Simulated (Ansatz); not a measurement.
# YN: the cost of one run

All numbers below are computed with Ansatz 0.2.0 (DFT r²SCAN, scalar-relativistic, plane waves, PAW).

3 further runs of the same task are left out: 3 set aside as unsound or not needed.

## 1. The structure to begin with

The cell holds 32 atoms (GdN16Y15): a = 8.480 Å, b = 8.480 Å, c = 8.480 Å, α = 109.47°, β = 109.47°, γ = 109.47°.

The coordinates of this cell stand in the input of its own run.

The host was relaxed before at r²SCAN: a = 4.896 Å, b = 4.896 Å, c = 4.896 Å, α = 90.00°, β = 90.00°, γ = 90.00° (conventional cell), 14.667 Å³/atom.

Places, in fractions of the supercell: Gd in place of Y at (0.250, 0.250, 0.500). The start keeps the symmetry of the ideal site.

## 2. Band edges of the host over the zone

input.yaml

```yaml
crystal:
  lattice:
    - [0.0, 2.4478370427, 2.4478370427]
    - [2.4478370427, 0.0, 2.4478370427]
    - [2.4478370427, 2.4478370427, 0.0]
  atoms:
    - { symbol: "Y", position: [0.0, 0.0, 0.0] }
    - { symbol: "N", position: [0.5, 0.5, 0.5] }
basis:
  ecutwfc: 500
  xc_grid: 3
kpoints:
  mp_grid: { grid: [12, 12, 12] }
  band_path: { path: [VBM, CBM], npoints: 2 }
hamiltonian:
  xc: r2scan
scf:
  occupations: { method: gaussian, width: 0.02 }
output:
  forces: true
  stress: true
  eigenvalues: true
```

The run is started by

```sh
ansatz run input.yaml --threads 8 --pin off --max-ram 14336MiB --backend cpu --events-out ev --progress --plain --runs-dir out
```

Q: Estimate wall time and peak memory on 8 threads of Arm Neoverse V1, shared host.

About 1.4 s, with a peak of 0.37 GiB.
